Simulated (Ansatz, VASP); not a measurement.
**Two plane-wave programs on Hg**

```
CELL_PARAMETERS angstrom
4.86386 0.00000 0.00000
0.00000 4.86386 0.00000
0.00000 0.00000 4.86386
ATOMIC_POSITIONS crystal
Hg 0.00000 0.00000 0.00000
```

Alike in both runs: task single point; functional RPBE; k mesh 11 × 11 × 11; occupations fermi-dirac, width 0.1 eV; no spin polarisation.

```csv
,VASP,Ansatz
version,VASP 6.6.1,Ansatz 0.2.0
potentials or method,"VASP PAW PBE potentials, release 64 (Hg)","plane waves (420 eV) with PAW, scalar-relativistic"
plane-wave cutoff (eV),520,420
valence electrons in the cell,12,20
```

```tsv
	VASP	Ansatz	Ansatz less VASP
gap on the k mesh at the Fermi level (eV)	3.81	3.81	-0.007
```

The two sets of potentials don't hold the same shells in valence. Ansatz warned: «xc_potential_rough_in_thin_density».

Caveats: spin-orbit coupling is left out, which moves the levels of the heavy elements; an odd mesh through Γ misses points on the zone boundary, where band edges often lie.
